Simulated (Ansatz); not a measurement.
BP built on the zincblende prototype, relaxed with r2SCAN in Ansatz. It is cubic, F-43m (No. 216); a = 4.537 Å in the conventional setting, 11.67 Å³ an atom. B is surrounded by 4 P at 1.96 Å; P is surrounded by 4 B at 1.96 Å.

The axes x, y and z are those of this cell:
```xyz
2
Lattice="0.0000 2.2683 2.2683 2.2683 0.0000 2.2683 2.2683 2.2683 0.0000" Properties=species:S:1:pos:R:3 pbc="T T T"
B     0.0000    0.0000    0.0000
P     1.1342    1.1342    1.1342
```

Unstrained: The PBE gap is indirect, 1.238 eV (Γ to Γ–X (0.83 of the way from Γ)), below the direct gap of 3.405 eV at Γ. r2SCAN gives an indirect gap of 1.410 eV, from Γ to Γ–X (0.83 of the way from Γ); the least direct gap is 3.602 eV at Γ. HSE06 gives an indirect gap of 1.964 eV, from Γ to Γ–X (0.83 of the way from Γ); the least direct gap is 4.344 eV at Γ. Meshes: PBE 10×10×10, r2SCAN 10×10×10, HSE06 6×6×6. Strains are changes of length per length, and xy shears are angles. After each strain the atoms were relaxed again with r2SCAN within the symmetry that the strain leaves, so tilts or polar shifts that break it weren't tested; points keep the names that they have in the unstrained zone. Calculated for a static, non-magnetic cell.

(1) Apply uniaxial +5.0 % along [111], other directions held. How far does the gap move, against the unstrained cell?

(2) One strain changed the r2SCAN stress by xx +18.71, yy +18.71, zz 0.00 GPa (compression positive) and the gap by -0.537 eV (PBE), -0.558 eV (r2SCAN), -0.557 eV (HSE06). Which kind of strain was it, and roughly how large?

(3) Apply isotropic -1.5 % on every length. How far does the gap move, against the unstrained cell?

(4) Estimate what xy shear, engineering strain (angle) +1.5 % does to the gap.

(5) Estimate what epitaxial +5.0 % in the plane normal to [111], free normal strain -0.78 % does to the gap.

Results:

(1) PBE: the gap goes from 1.238 to 1.121 eV (-0.117 eV); the edges go from Γ → Γ–X (0.83) to Γ → Γ–X (0.88); with r2SCAN the top three valence levels at Γ, degenerate before, become 2+1 from the top over 322 meV. r2SCAN: the gap goes from 1.410 to 1.286 eV (-0.124 eV); the edges go from Γ → Γ–X (0.83) to Γ → Γ–X (0.88). HSE06: the gap goes from 1.964 to 1.844 eV (-0.120 eV); the edges go from Γ → Γ–X (0.83) to Γ → Γ–X (0.88). The r2SCAN energy rises by 35.9 meV an atom.

(2) Epitaxial -4.0 % in the xy plane, free normal strain +1.63 %. The pattern of the stress gives the kind; the size needs the stiffness, so it is an estimate.

(3) PBE: the gap goes from 1.238 to 1.170 eV (-0.068 eV); the edges go from Γ → Γ–X (0.83) to Γ → Γ–X (0.84). r2SCAN: the gap goes from 1.410 to 1.344 eV (-0.066 eV); the edges go from Γ → Γ–X (0.83) to Γ → Γ–X (0.84). HSE06: the gap goes from 1.964 to 1.898 eV (-0.066 eV); the edges go from Γ → Γ–X (0.83) to Γ → Γ–X (0.84). The r2SCAN energy rises by 13.0 meV an atom.

(4) PBE: the gap goes from 1.238 to 1.154 eV (-0.084 eV); the edges go from Γ → Γ–X (0.83) to Γ → Γ–X (0.84); with r2SCAN the top three valence levels at Γ, degenerate before, become 1+1+1 from the top over 126 meV. r2SCAN: the gap goes from 1.410 to 1.323 eV (-0.087 eV); the edges go from Γ → Γ–X (0.83) to Γ → Γ–X (0.84). HSE06: the gap goes from 1.964 to 1.878 eV (-0.086 eV); the edges go from Γ → Γ–X (0.83) to Γ → Γ–X (0.84). The r2SCAN energy rises by 1.6 meV an atom.

(5) PBE: the gap goes from 1.238 to 1.082 eV (-0.156 eV); the edges go from Γ → Γ–X (0.83) to Γ → Γ–X (0.90); with r2SCAN the top three valence levels at Γ, degenerate before, become 1+2 from the top over 254 meV. r2SCAN: the gap goes from 1.410 to 1.241 eV (-0.169 eV); the edges go from Γ → Γ–X (0.83) to Γ → Γ–X (0.90). HSE06: the gap goes from 1.964 to 1.807 eV (-0.157 eV); the edges go from Γ → Γ–X (0.83) to Γ → Γ–X (0.90). The r2SCAN energy rises by 75.1 meV an atom.

Where an edge lies off the special points, it is a point of the mesh or the k point where a search put PBE's edge or least direct gap, reused for the other functionals, whose own edges may lie a little apart.

The meshes of the hybrids are coarse, so their gaps aren't converged to the digits shown.

The splittings at Γ are without spin-orbit coupling, which regroups them where it is of like size or larger.
